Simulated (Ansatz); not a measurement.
Ionic part of the dielectric constant of HfS₂ at 1 GPa, mode by mode

Computed with DFT PBEsol, scalar-relativistic, plane waves, PAW (Ansatz 0.2.0). Plane waves to 420 eV; Γ-centred k mesh 12×12×6; fixed occupations. No spin polarisation. Phonons by linear response, acoustic sum rule imposed.

The structure is trigonal, space group P-3m1 (No. 164). Conventional cell: a = 3.575 Å, b = 3.575 Å, c = 5.746 Å, α = 90.00°, β = 90.00°, γ = 120.00°. Hf (site symmetry -3m) has 6 S at 2.52 Å as nearest neighbours. S (site symmetry 3m) has 3 Hf at 2.52 Å as nearest neighbours.

The crystal is built of layers and no dispersion correction was added, so the binding between them is poorly described, and with it their spacing and whatever depends on it. Spin–orbit coupling is left out, which matters for heavy elements.

The primitive cell has V = 63.58 Å³ and ε∞,zz = 6.257. Each polar mode adds Δε = (4.92064×10⁷/V)·S/ν² along z, with S its oscillator strength in e²/amu, ν in cm⁻¹ and V in Å³.

Problem. From these modes, find each Δε and ε0,zz.
```json
{"ν (cm⁻¹)": "307.1", "S_zz (e²/amu)": "0.08795"}
```

Solution.
| ν (cm⁻¹) | Δε |
| --- | --- |
| 307.1 | 0.72 |

The sum is 0.722, so ε0,zz = 6.98; the run's tensor has 6.98.

Problem. Where do the longitudinal modes lie for a wave vector along z?

Solution. At 324 cm⁻¹. The Lyddane–Sachs–Teller product Π(ν_LO/ν_TO)² = 1.12 matches ε0/ε∞ = 1.12.

Cost: 1 run of about 15 core-minutes, on Intel Xeon Processor @ 2.50GHz (Skylake/Cascade Lake) (shared hosts).

Along the layer normal, the static dielectric response of HfS₂ is mainly electronic: the lattice adds only 0.72 to an ε∞,zz of 6.257. Symmetry allows a single optical mode to contribute, the A2u vibration in which the Hf plane moves against the two S planes of its layer. This motion stretches and compresses strong Hf–S bonds, so its restoring force is large, and because the contribution scales as S/ν², the high frequency keeps the ionic term small. The modest shift from 307.1 to 324 cm⁻¹ expresses the same weak coupling to the macroscopic field, which is also reduced by electronic screening. With only one polar mode, the Lyddane–Sachs–Teller agreement confirms internal consistency but is no independent test of the frequency or the oscillator strength. The small ionic term should not be carried over to the in-plane response, where the Eu mode is softer and Hf d–S p charge transfer is known to give large dynamical charges.
